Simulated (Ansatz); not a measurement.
Crystal: Au.

```
Au
1.0
    -1.65727    1.65727    1.65727
     1.65727   -1.65727    1.65727
     1.65727    1.65727   -1.65727
Au
1
Cartesian
  0.0000 0.0000 0.0000
```

This isn't the form of Au at room conditions, which is fcc.

* Program: Ansatz 0.2.0
* Task: relaxation of cell and atoms
* Functional: HF
* Potentials or basis: Ansatz PAW
* Cutoff: 420 eV (not typed: the program's choice for these potentials)
* k mesh: 6 × 6 × 6
* Occupations: fermi-dirac, width 0.05 eV
* Spin: no spin polarisation

At the start: volume 18.21 Å³/atom.

**Question.** Where does the relaxation end?

**Answer.** It ends after 5 steps and the volume is 20.36 Å³/atom (+11.8 %); space group Im-3m (No. 229, to 0.05 Å).

The path:
| step | energy change (eV) | largest force (eV/Å) | volume (Å³) |
| --- | --- | --- | --- |
| 1 | 0.0000 | 0.0000 | 18.21 |
| 2 | -0.0497 | 0.0000 | 21.00 |
| 3 | -0.0561 | 0.0000 | 20.53 |
| 4 | -0.0572 | 0.0000 | 20.36 |
| 5 | -0.0711 | 0.0000 | 20.36 |

Final structure:
```
CELL_PARAMETERS angstrom
-1.72012 1.72012 1.72012
1.72012 -1.72012 1.72012
1.72012 1.72012 -1.72012
ATOMIC_POSITIONS crystal
Au 0.00000 0.00000 0.00000
```

Caveat: the k mesh is coarse (spacing up to 0.45 Å⁻¹), so the values aren't converged, least of all with exact exchange; the plane-wave basis is chosen anew once the cell has moved, so the energies of steps on either side of that aren't comparable; the pressure holds a Pulay correction of +0.8 GPa for the finite cutoff; the PAW data sets come from PBE, with cores solved anew for the run's functional, which leaves a small shift of forces and pressure.
